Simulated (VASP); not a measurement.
VASP ran on this input.

**KPOINTS**
```
Automatic mesh
0
G
  3 3 3
```

File POSCAR:
```
CoSb3
1.0
 -4.6288960000   4.6288960000   4.6288960000
  4.6288960000  -4.6288960000   4.6288960000
  4.6288960000   4.6288960000  -4.6288960000
Co Sb
4 12
Direct
  0.0000000000   0.0000000000   0.5000000000
  0.5000000000   0.5000000000   0.5000000000
  0.0000000000   0.5000000000   0.0000000000
  0.5000000000   0.0000000000   0.0000000000
  0.8412600000   0.1751100000   0.3338500000
  0.1587400000   0.8248900000   0.6661500000
  0.8412600000   0.5074100000   0.6661500000
  0.1587400000   0.4925900000   0.3338500000
  0.3338500000   0.8412600000   0.1751100000
  0.6661500000   0.1587400000   0.8248900000
  0.6661500000   0.8412600000   0.5074100000
  0.3338500000   0.1587400000   0.4925900000
  0.1751100000   0.3338500000   0.8412600000
  0.8248900000   0.6661500000   0.1587400000
  0.5074100000   0.6661500000   0.8412600000
  0.4925900000   0.3338500000   0.1587400000
```

### INCAR
```
ALGO = Normal
EDIFF = 1E-6
ENCUT = 300
GGA = RE
ISIF = 2
ISMEAR = 0
LASPH = T
LCHARG = F
LMAXMIX = 4
LREAL = Auto
LWAVE = F
NELM = 100
PREC = Accurate
SIGMA = 0.136
SYSTEM = CoSb3
```

POTCAR, in this order: Co Sb (PBE.64 set). Program: vasp_std.

Q: Translate this revPBE calculation to Ansatz.

A: One equivalent input (not run):
Ansatz 0.2 input:
```yaml
crystal:
  lattice:
    - [-4.6288960, 4.6288960, 4.6288960]
    - [4.6288960, -4.6288960, 4.6288960]
    - [4.6288960, 4.6288960, -4.6288960]
  atoms:
    - { symbol: Co, position: [0.0000000, 0.0000000, 0.5000000] }
    - { symbol: Co, position: [0.5000000, 0.5000000, 0.5000000] }
    - { symbol: Co, position: [0.0000000, 0.5000000, 0.0000000] }
    - { symbol: Co, position: [0.5000000, 0.0000000, 0.0000000] }
    - { symbol: Sb, position: [0.8412600, 0.1751100, 0.3338500] }
    - { symbol: Sb, position: [0.1587400, 0.8248900, 0.6661500] }
    - { symbol: Sb, position: [0.8412600, 0.5074100, 0.6661500] }
    - { symbol: Sb, position: [0.1587400, 0.4925900, 0.3338500] }
    - { symbol: Sb, position: [0.3338500, 0.8412600, 0.1751100] }
    - { symbol: Sb, position: [0.6661500, 0.1587400, 0.8248900] }
    - { symbol: Sb, position: [0.6661500, 0.8412600, 0.5074100] }
    - { symbol: Sb, position: [0.3338500, 0.1587400, 0.4925900] }
    - { symbol: Sb, position: [0.1751100, 0.3338500, 0.8412600] }
    - { symbol: Sb, position: [0.8248900, 0.6661500, 0.1587400] }
    - { symbol: Sb, position: [0.5074100, 0.6661500, 0.8412600] }
    - { symbol: Sb, position: [0.4925900, 0.3338500, 0.1587400] }
kpoints:
  mp_grid: { grid: [3, 3, 3] }
hamiltonian:
  xc: revpbe
  pseudopotentials: { kind: paw }
scf:
  occupations: { method: gaussian, width: 0.136 }
  max_iter: 100
output: { forces: true, stress: true, eigenvalues: true }
```
What does not carry over: each code has its own PAW files, so the cut-off isn't converted (ENCUT is set for VASP's; basis.ecutwfc is left out, and Ansatz then takes the one that its files recommend); Ansatz stops its SCF on the density residual and VASP on the energy change (EDIFF).

The structure comes from a computed database's CoSb3 entry; how it stands against other phases isn't given here. The cell was not relaxed at this level. The k-mesh is coarse (spacing up to 0.32 per Å, 2π included), so the numbers may not be converged in it.
